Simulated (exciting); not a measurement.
**Cu: equation of state with PBEsol**

The system is Cu.

```
Cu
1.0
     0.00000    1.80750    1.80750
     1.80750    0.00000    1.80750
     1.80750    1.80750    0.00000
Cu
1
Direct
  0.00000 0.00000 0.00000
```

```
Program             : exciting (release sodium)
Task                : equation of state
Functional          : PBEsol
Potentials or basis : all-electron LAPW+lo, shipped species files, valence relativity iora*
rgkmax              : 9
k mesh              : 13 × 13 × 13
Occupations         : fermi-dirac, width 0.05 eV
Spin                : no spin polarisation
```

The equilibrium volume is 11.32 Å³/atom and the bulk modulus is 169 GPa. The pressure derivative of the bulk modulus is 5.1 (rough: it moves with the points fitted).

Energy against volume, from the lowest point:
```csv
volume (Å³/atom),energy (meV/atom)
11.102,2.28
11.338,0.00
11.574,2.93
11.810,10.40
12.047,21.90
12.283,36.78
12.519,54.94
```
